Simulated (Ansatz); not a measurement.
Input of an Ansatz 0.2.0 run:

File input.yaml:

```yaml
crystal:
  lattice:
    - [0.0, 1.9609, 1.9609]
    - [1.9609, 0.0, 1.9609]
    - [1.9609, 1.9609, 0.0]
  atoms:
    - { symbol: Pt, position: [0.0, 0.0, 0.0] }
hamiltonian:
  xc: pbe
  pseudopotentials: { kind: paw }
  dispersion: d3bj
kpoints:
  mp_grid: { grid: [12, 12, 12] }
scf:
  occupations: { method: fermi_dirac, width: 0.05 }
output:
  forces: true
  stress: true
relax:
  f_tol: 0.01
  max_steps: 40
  cell: { stress_tol: 0.05 }
```

Potentials or basis: Ansatz PAW.

Launch:

```bash
$ ansatz run input.yaml --threads 2 --pin off --max-ram 5632MiB --backend cpu --events-out ev --progress --plain --runs-dir out
```

Problem. Predict the relaxed cell.

Solution. a = 2.779 Å, b = 2.779 Å, c = 2.779 Å, α = 60.00°, β = 60.00°, γ = 60.00°.

Problem. Estimate the space group after relaxing (to 0.05 Å).

Solution. Fm-3m (No. 225).

Problem. What does it give for the relaxed volume?

Solution. 15.17 Å³/atom.

Final structure:
```
CELL_PARAMETERS angstrom
0.00000 1.96479 1.96479
1.96479 0.00000 1.96479
1.96479 1.96479 0.00000
ATOMIC_POSITIONS crystal
Pt 0.00000 0.00000 0.00000
```

 Zero-point motion and thermal expansion aren't in these numbers.
